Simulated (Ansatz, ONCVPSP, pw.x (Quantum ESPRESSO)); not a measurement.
**pw.x on bcc Be: one setting changed**

Potential: optimised norm-conserving Vanderbilt (ONCV), ONCVPSP 4.0.1.1 (patched build), PBE; core [He], reference 2s2; waves: 2s: rc 1.65 bohr, ncon 4, nbas 7, qcut 4 1/bohr, 2 projectors, debl 1.4 Ha; p scattering state at 0.28 Ha: rc 1.40 bohr, ncon 4, nbas 7, qcut 6.6 1/bohr, 2 projectors, debl 3.5 Ha; d scattering state at 0.11 Ha: rc 1.40 bohr, ncon 4, nbas 8, qcut 7.3 1/bohr, 2 projectors, debl 2.5 Ha; local part: polynomial inside 1.05 bohr (lpopt 5, dvloc0 0 Ha); core correction: Teter function, parameters optimised by the program.

The reference run (k-mesh 18³, cutoffs 50/200 Ry, Fermi–Dirac 0.01 Ry, mixing_beta 0.4, conv_thr 1e-9, no spin) gives -1.65 GPa at 7.821 Å³/atom, where all-electron LAPW gives 0.04 GPa. This run, with its own iteration cap, changes nspin = 2 with starting_magnetization to 0.2.

```
&control
  calculation='scf', prefix='x', pseudo_dir='./', outdir='./tmp', tstress=.true., disk_io='none'
/
&system
  ibrav=0, nat=1, ntyp=1, ecutwfc=50, ecutrho=200, nbnd=8,
  occupations='smearing', smearing='fd', degauss=0.01, nspin=2, starting_magnetization(1)=0.2
/
&electrons
  conv_thr=1e-09, mixing_beta=0.4, electron_maxstep=60
/
ATOMIC_SPECIES
Be 1.0 Be.UPF
CELL_PARAMETERS angstrom
  -1.25045317 1.25045317 1.25045317
  1.25045317 -1.25045317 1.25045317
  1.25045317 1.25045317 -1.25045317
ATOMIC_POSITIONS crystal
Be 0.0000 0.0000 0.0000
K_POINTS automatic
18 18 18 0 0 0
```

```bash
pw.x < Be.scf.in > Be.scf.out
```

Task: How does the run end?

Result: It converges in 5 iterations; the free energy moves by +0.0 meV/atom and the pressure by +0.00 GPa. The result is that of the reference run.

```
Message from routine setup:
     using ibrav=0 with symmetry is DISCOURAGED, use correct ibrav instead
     lattice parameter (alat)  =       4.0929  a.u.
     unit-cell volume          =      52.7787 (a.u.)^3
     number of electrons       =         2.00
     number of Kohn-Sham states=            8
     kinetic-energy cutoff     =      50.0000  Ry
     charge density cutoff     =     200.0000  Ry
     scf convergence threshold =      1.0E-09
     Exchange-correlation= PBE
     atomic species   magnetization
     number of k points=   195  Fermi-Dirac smearing, width (Ry)=  0.0100
     iteration #  1     ecut=    50.00 Ry     beta= 0.40
     total energy              =      -2.54037323 Ry
     estimated scf accuracy    <       0.00080048 Ry
     total magnetization       =     0.05 Bohr mag/cell
     absolute magnetization    =     0.05 Bohr mag/cell
     iteration #  2     ecut=    50.00 Ry     beta= 0.40
     total energy              =      -2.54252628 Ry
     estimated scf accuracy    <       0.00033583 Ry
     total magnetization       =     0.04 Bohr mag/cell
     absolute magnetization    =     0.04 Bohr mag/cell
     iteration #  3     ecut=    50.00 Ry     beta= 0.40
     total energy              =      -2.54288544 Ry
     estimated scf accuracy    <       0.00000050 Ry
     total magnetization       =     0.00 Bohr mag/cell
     absolute magnetization    =     0.00 Bohr mag/cell
     iteration #  4     ecut=    50.00 Ry     beta= 0.40
     total energy              =      -2.54288652 Ry
     estimated scf accuracy    <       0.00000005 Ry
     total magnetization       =    -0.00 Bohr mag/cell
     absolute magnetization    =     0.00 Bohr mag/cell
     iteration #  5     ecut=    50.00 Ry     beta= 0.40
     the Fermi energy is     9.0432 ev
!    total energy              =      -2.54288655 Ry
     estimated scf accuracy    <          4.8E-10 Ry
     smearing contrib. (-TS)   =      -0.00064607 Ry
     The total energy is F=E-TS. E is the sum of the following terms:
     one-electron contribution =       2.06597028 Ry
     hartree contribution      =       0.00121462 Ry
     xc contribution           =      -1.52926298 Ry
     ewald contribution        =      -3.08016240 Ry
     total magnetization       =    -0.00 Bohr mag/cell
     absolute magnetization    =     0.00 Bohr mag/cell
     convergence has been achieved in   5 iterations
          total   stress  (Ry/bohr**3)                   (kbar)     P=      -16.49
     Message from routine punch:
     Nothing written, as per user request (disk_io='none')
```

The run took about 5.9 s on one core of a shared host (Neoverse-V2, 32 threads, 247 GiB, load 20).
